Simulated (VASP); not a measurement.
# P (P1) in VASP: convergence with ENAUG

Aim: find how far ENAUG must go before the results for P settle, at PBE. This setting moves, with any that are tied to it; all else stays.

Program: VASP 6.6.1. These are calculated values, not measurements. Logs are shortened: lines on timing, memory, paths and dates and some standing lists are left out, and cuts for length are marked.

## Step 1: The cell of the first run

The typed cell holds 8 atoms: a = 6.460 Å, b = 6.460 Å, c = 5.581 Å, α = 90.18°, β = 90.18°, γ = 83.28°.

This isn't the form of P at room conditions, which is orthorhombic.

The cell isn't the ideal one: atoms moved at random, drawn with an rms of 0.02 Å.

## Step 2: With ENAUG 300

Input file INCAR:

```
PREC = Medium ; ENCUT = 520
EDIFF = 1E-6 ; ISMEAR = 0
SIGMA = 0.02 ; LREAL = F
LASPH = T ; NELM = 60
ALGO = Fast ; ISIF = 2
LWAVE = F ; LCHARG = F
GGA = PE ; NBANDS = 30
ENAUG = 300
```

Input file KPOINTS:

```
regular mesh
0
Gamma
  3 3 4
```

Input file POSCAR:

```
P
1.0
    4.8279678941     -4.2924736644      0.0000000000
    4.8279678941      4.2924736644      0.0000000000
   -0.0237225834      0.0000000000      5.5806204931
P
8
Direct
    0.7733260000      0.5195390000      0.2501280000
    0.4812320000      0.2265320000      0.7470430000
    0.2268390000      0.4807170000      0.7472340000
    0.5193920000      0.7739040000      0.2554660000
    0.2819770000      0.2863420000      0.4282600000
    0.7138260000      0.7156310000      0.5708300000
    0.1551340000      0.1591200000      0.7489440000
    0.8432460000      0.8434980000      0.2485450000
```

Potentials or basis: VASP PAW PBE potentials, release 64 (P).

Run with:

```sh
$ cat potpaw_PBE.64/P/POTCAR > POTCAR
$ mpirun -np 1 vasp_std > vasp.out
```

OUTCAR:

```text
PREC = Medium
   ENCUT = 520
   EDIFF = 1E-6
   ISMEAR = 0
   LREAL = F
   LASPH = T
   NELM = 60
   ISIF = 2
   GGA = PE

 Found     19 irreducible k-points:

 Following reciprocal coordinates:
            Coordinates               Weight
  0.000000  0.000000  0.000000      1.000000
  0.333333  0.000000  0.000000      2.000000
  0.000000 -0.333333 -0.000000      2.000000
  0.333333  0.333333  0.000000      2.000000
 -0.333333  0.333333  0.000000      2.000000
  0.000000  0.000000  0.250000      2.000000
   k-points           NKPTS =     19   k-points in BZ     NKDIM =     19   number of bands    NBANDS=     30
   number of dos      NEDOS =    301   number of ions     NIONS =      8
   total plane-waves  NPLWV =  41472
   dimension x,y,z NGX =    36 NGY =   36 NGZ =   32
   dimension x,y,z NGXF=    36 NGYF=   36 NGZF=   32
   ions per type =               8
   NGX,Y,Z   is equivalent  to a cutoff of   9.26,  9.26,  9.53 a.u.
   NGXF,Y,Z  is equivalent  to a cutoff of   9.26,  9.26,  9.53 a.u.
 SYSTEM =  unknown system
   PREC   = medium    normal or accurate (medium, high low for compatibility)
   ISTART =      0    job   : 0-new  1-cont  2-samecut
   ICHARG =      2    charge: 1-file 2-atom 10-const
   ISPIN  =      1    spin polarized calculation?
   LNONCOLLINEAR =      F non collinear calculations
   LSORBIT =      F    spin-orbit coupling
   LASPH  =      T    aspherical Exc in radial PAW
   ENCUT  =  520.0 eV  38.22 Ry    6.18 a.u.  12.01 12.01 10.38*2*pi/ulx,y,z
   NELM   =     60;   NELMIN=  2; NELMDL= -5     # of ELM steps
   EDIFF  = 0.1E-05   stopping-criterion for ELM
   LREAL  =      F    real-space projection
[... 7 lines left out ...]
   TEBEG  =    0.0;   TEEND  =   0.0 temperature during run
   PSTRESS=    0.0 pullay stress
   NELECT =      40.0000    total number of electrons
   NUPDOWN=      -1.0000    fix difference up-down
   EMIN   =  10.00;   EMAX   =-10.00  energy-range for DOS
   EFERMI =   0.00;   METHOD = LEGACY
   ISMEAR =     0;   SIGMA  =   0.02  broadening in eV -4-tet -1-fermi 0-gaus
   EFERMI_NEDOS =   21; number of points for ismear=-14 and -15
   IALGO  =     68    algorithm
   IMIX   =      4    mixing-type and parameters
     AMIX     =   0.40;   BMIX     =  1.00
     AMIX_MAG =   1.60;   BMIX_MAG =  1.00
  volume/ion in A,a.u.               =      28.91       195.12
  Fermi-wavevector in a.u.,A,eV,Ry     =   0.912081  1.723583 11.318570  0.831891
  Thomas-Fermi vector in A             =   2.036435
   LORBIT       =      0    0 simple, 1 ext, 2 COOP (PROOUT), +10 PAW based schemes
   GGA     = PE    functional components
   LHFCALC =     F    Hartree Fock is set to
   AEXX    =    0.0000 exact exchange contribution
   IVDW    =     0    specifies the selected vdW correction
   LEPSILON=     F    determine dielectric tensor
   LRPA    =     F    only Hartree local field effects (RPA)
 non-spin polarized calculation
 RMM-DIIS sequential band-by-band and
 Gauss-broadening in eV      SIGMA  =   0.02
  energy-cutoff  :      520.00
  volume of cell :      231.30
 maximum number of plane-waves:      6256
   NGX = 25   NGY = 25   NGZ = 21

 number of electron      40.0000351 magnetization

 Free energy of the ion-electron system (eV)
  ---------------------------------------------------
  ext. energy  EPLUGINS =         0.00000000
  ---------------------------------------------------
  free energy    TOTEN  =       -42.10542242 eV

  energy without entropy =      -42.10542242  energy(sigma->0) =      -42.10542242

 E-fermi :   0.8859     XC(G=0):  -7.7401

 val. band max:        0.7625722691   @ k =   0.3333   0.0000   0.5000
 cond. band min:       3.8855883224   @ k =   0.0000   0.0000   0.0000
 fundamental gap:      3.1230160533
 Fermi energy:         0.8859281801

 k-point     1 :       0.0000    0.0000    0.0000
  band No.  band energies     occupation
      1     -13.5307      2.00000
      2     -13.3286      2.00000
      3      -6.8275      2.00000
      4      -6.7549      2.00000
      5      -6.5642      2.00000
      6      -6.4506      2.00000
[... 22 lines left out ...]
     29       6.5857      0.00000
     30       7.6663      0.00000

 k-point     2 :       0.3333    0.0000    0.0000
  band No.  band energies     occupation
      1     -13.4867      2.00000
      2     -13.3694      2.00000
      3      -6.8484      2.00000
      4      -6.7271      2.00000
      5      -6.6097      2.00000
      6      -6.5154      2.00000
[... 22 lines left out ...]
     29       6.2602      0.00000
     30       6.6000      0.00000

 k-point     3 :       0.0000   -0.3333   -0.0000
  band No.  band energies     occupation
      1     -13.4871      2.00000
      2     -13.3691      2.00000
      3      -6.8264      2.00000
      4      -6.7524      2.00000
      5      -6.5847      2.00000
      6      -6.5190      2.00000
[... 22 lines left out ...]
     29       6.2572      0.00000
     30       6.5901      0.00000

 k-point     4 :       0.3333    0.3333    0.0000
  band No.  band energies     occupation
      1     -13.4712      2.00000
      2     -13.3781      2.00000
      3      -6.9993      2.00000
      4      -6.8960      2.00000
      5      -6.5360      2.00000
      6      -6.4313      2.00000
[... 22 lines left out ...]
     29       6.2689      0.00000
     30       6.6452      0.00000

 k-point     5 :      -0.3333    0.3333    0.0000
  band No.  band energies     occupation
      1     -13.4405      2.00000
      2     -13.4100      2.00000
      3      -6.9929      2.00000
      4      -6.8699      2.00000
      5      -6.5618      2.00000
      6      -6.4298      2.00000
[... 22 lines left out ...]
     29       6.2185      0.00000
     30       6.4949      0.00000

 k-point     6 :       0.0000    0.0000    0.2500
  band No.  band energies     occupation
      1     -13.5035      2.00000
      2     -13.3303      2.00000
      3      -6.8545      2.00000
      4      -6.7488      2.00000
      5      -6.7179      2.00000
      6      -6.4909      2.00000
[... 22 lines left out ...]
     29       6.4191      0.00000
     30       6.5342      0.00000

 [... further k-points ...]
[... 5 lines left out ...]
  --------------------------------------------------------------------------------------
  -------------------------------------------------------------------------------------
  Total        1.8238631      2.2632972      2.3443593      0.1937826     -0.1686470     -0.1089116
  in kB       12.6333442     15.6771698     16.2386623      1.3422732     -1.1681660     -0.7543975
  external PRESSURE =      14.8497254 kB  Pullay stress =       0.0000000 kB

 VOLUME and BASIS-vectors are now :
 -----------------------------------------------------------------------------
  energy-cutoff  :      520.00
  volume of cell :      231.30
      direct lattice vectors                 reciprocal lattice vectors
     4.827967894 -4.292473664  0.000000000     0.103563240 -0.116482951  0.000440236
     4.827967894  4.292473664  0.000000000     0.103563240  0.116482951  0.000440236
    -0.023722583  0.000000000  5.580620493     0.000000000  0.000000000  0.179191544

 POSITION                                       TOTAL-FORCE (eV/Angst)
 -----------------------------------------------------------------------------------
      6.23598     -1.08937      1.39587        -0.111490     -0.302199     -0.022616
      3.39934     -1.09329      4.16896        -0.011710     -0.233017      0.005408
      3.39833      1.08976      4.17003         0.272764      0.468988      0.194979
      6.23793      1.09249      1.42566        -0.213573      0.503450     -0.370136
      2.73367      0.01874      2.38996         0.116557     -0.114474     -0.476023
      6.88783      0.00775      3.18559         0.084742     -0.217063      0.480722
      1.49944      0.01711      4.17957        -0.400343     -0.122713      0.293550
      8.13765      0.00108      1.38704         0.263054      0.017029     -0.105884
 -----------------------------------------------------------------------------------
    total drift:                               -0.000367      0.000865      0.000335

  FREE ENERGIE OF THE ION-ELECTRON SYSTEM (eV)
  ---------------------------------------------------
  free  energy   TOTEN  =       -42.1054224223 eV

  energy  without entropy=      -42.1054224223  energy(sigma->0) =      -42.10542242
```

It took 46 s on 1 thread of Intel Xeon 6975P-C (Granite Rapids), shared host; peak memory 0.18 GiB.

Results:

| Property | Result |
| --- | --- |
| Free energy | -42.1054 eV |
| Pressure | 1.5 GPa |
| Largest force | 0.660 eV/Å |
| Band gap on the k mesh | 3.12 eV, indirect (least direct gap 3.40 eV) |

## Step 3: With ENAUG 400

Changes to INCAR since step 2:

```diff
@@ -7,2 +7,2 @@
 GGA = PE ; NBANDS = 30
-ENAUG = 300
+ENAUG = 400
```

KPOINTS is that of step 2.

POSCAR is that of step 2.

Potentials or basis: VASP PAW PBE potentials, release 64 (P).

Run with:

```sh
$ cat potpaw_PBE.64/P/POTCAR > POTCAR
$ mpirun -np 1 vasp_std > vasp.out
```

Run time: 39 s. Hardware: 1 thread of Intel Xeon 6975P-C (Granite Rapids), shared host; peak memory 0.19 GiB.

What came out:

| Property | Result |
| --- | --- |
| Free energy | -42.1049 eV |
| Pressure | 1.5 GPa |
| Largest force | 0.658 eV/Å |
| Band gap on the k mesh | 3.12 eV, indirect (least direct gap 3.40 eV) |

## Step 4: With ENAUG 500

Changes to INCAR since step 3:

```diff
@@ -7,2 +7,2 @@
 GGA = PE ; NBANDS = 30
-ENAUG = 400
+ENAUG = 500
```

KPOINTS is that of step 3.

POSCAR is that of step 3.

Run with:

```sh
$ cat potpaw_PBE.64/P/POTCAR > POTCAR
$ mpirun -np 1 vasp_std > vasp.out
```

It took 35 s on 1 thread of Intel Xeon 6975P-C (Granite Rapids), shared host; peak memory 0.19 GiB.

What came out:

```
Free energy            : -42.1054 eV
Pressure               : 1.5 GPa
Largest force          : 0.661 eV/Å
Band gap on the k mesh : 3.12 eV, indirect (least direct gap 3.40 eV)
```

## Step 5: With ENAUG 700

Changes to INCAR since step 4:

```diff
@@ -7,2 +7,2 @@
 GGA = PE ; NBANDS = 30
-ENAUG = 500
+ENAUG = 700
```

KPOINTS is that of step 4.

POSCAR is that of step 4.

Run with:

```sh
$ cat potpaw_PBE.64/P/POTCAR > POTCAR
$ mpirun -np 1 vasp_std > vasp.out
```

Run time: 34 s. Hardware: 1 thread of Intel Xeon 6975P-C (Granite Rapids), shared host; peak memory 0.2 GiB.

What came out:

| Property | Result |
| --- | --- |
| Free energy | -42.1050 eV |
| Pressure | 1.5 GPa |
| Largest force | 0.658 eV/Å |
| Band gap on the k mesh | 3.12 eV, indirect (least direct gap 3.40 eV) |

## Step 6: With ENAUG 900

Changes to INCAR since step 5:

```diff
@@ -7,2 +7,2 @@
 GGA = PE ; NBANDS = 30
-ENAUG = 700
+ENAUG = 900
```

KPOINTS is that of step 5.

POSCAR is that of step 5.

Potentials or basis: VASP PAW PBE potentials, release 64 (P).

Run with:

```sh
$ cat potpaw_PBE.64/P/POTCAR > POTCAR
$ mpirun -np 1 vasp_std > vasp.out
```

Run time: 34 s. Hardware: 1 thread of Intel Xeon 6975P-C (Granite Rapids), shared host; peak memory 0.22 GiB.

Results:

- Free energy: -42.1051 eV
- Pressure: 1.5 GPa
- Largest force: 0.659 eV/Å
- Band gap on the k mesh: 3.12 eV, indirect (least direct gap 3.40 eV)

## Step 7: With ENAUG 1200

Changes to INCAR since step 6:

```diff
@@ -7,2 +7,2 @@
 GGA = PE ; NBANDS = 30
-ENAUG = 900
+ENAUG = 1200
```

KPOINTS is that of step 6.

POSCAR is that of step 6.

Run with:

```sh
$ cat potpaw_PBE.64/P/POTCAR > POTCAR
$ mpirun -np 1 vasp_std > vasp.out
```

Run time: 39 s. Hardware: 1 thread of Intel Xeon 6975P-C (Granite Rapids), shared host; peak memory 0.23 GiB.

What came out:

| Property | Result |
| --- | --- |
| Free energy | -42.1051 eV |
| Pressure | 1.5 GPa |
| Largest force | 0.659 eV/Å |
| Band gap on the k mesh | 3.12 eV, indirect (least direct gap 3.40 eV) |

## Step 8: With ENAUG 1600

Changes to INCAR since step 7:

```diff
@@ -7,2 +7,2 @@
 GGA = PE ; NBANDS = 30
-ENAUG = 1200
+ENAUG = 1600
```

KPOINTS is that of step 7.

POSCAR is that of step 7.

Run with:

```sh
$ cat potpaw_PBE.64/P/POTCAR > POTCAR
$ mpirun -np 1 vasp_std > vasp.out
```

Run time: 32 s. Hardware: 1 thread of Intel Xeon 6975P-C (Granite Rapids), shared host; peak memory 0.27 GiB.

The run converged. Its results:

```
Free energy            : -42.1052 eV
Pressure               : 1.5 GPa
Largest force          : 0.659 eV/Å
Band gap on the k mesh : 3.12 eV, indirect (least direct gap 3.40 eV)
```

## Step 9: The series at a glance

| ENAUG | energy less the tightest run, at zero smearing (meV/atom) | largest force (eV/Å) | SCF cycles | CPU time (s) | peak memory (GiB) |
| --- | --- | --- | --- | --- | --- |
| 300 | -0.03 | 0.660 | 16 | 45 | 0.18 |
| 400 | 0.04 | 0.658 | 16 | 38 | 0.19 |
| 500 | -0.03 | 0.661 | 16 | 34 | 0.19 |
| 700 | 0.02 | 0.658 | 16 | 33 | 0.2 |
| 900 | 0.00 | 0.659 | 16 | 34 | 0.22 |
| 1200 | 0.01 | 0.659 | 16 | 38 | 0.23 |
| 1600 | 0.00 | 0.659 | 16 | 32 | 0.27 |

Against the tightest run, the energy stays within 1 meV/atom from 300 on; the largest force stays within 0.005 eV/Å from 300 on. The tightest run that finished is the yardstick and may itself not be fully converged.

Caveats: an odd mesh through Γ misses points on the zone boundary, where band edges often lie.
